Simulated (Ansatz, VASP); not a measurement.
**GaN: VASP beside Ansatz**

```
Ga N
1.0
     0.00000    2.17585    2.17585
     2.17585    0.00000    2.17585
     2.17585    2.17585    0.00000
Ga N
1 1
Direct
  0.00000 0.00000 0.00000
  0.50000 0.50000 0.50000
```

Alike in both runs: task single point; functional PBE; k mesh 8 × 8 × 8; no spin polarisation.

```csv
,VASP,Ansatz
version,VASP 6.6.1,Ansatz 0.2.0
potentials or method,"VASP PAW PBE potentials, release 64 (Ga_d, N)","plane waves, PAW"
plane-wave cutoff (eV),520,420
occupations,"gaussian, width 0.01 eV",fixed
valence electrons in the cell,18,18
```

```csv
,VASP,Ansatz,Ansatz less VASP
gap on the k mesh at the Fermi level (eV),0.08,0.08,+0.007
pressure (GPa),-10.1,-10.7,-0.64
```
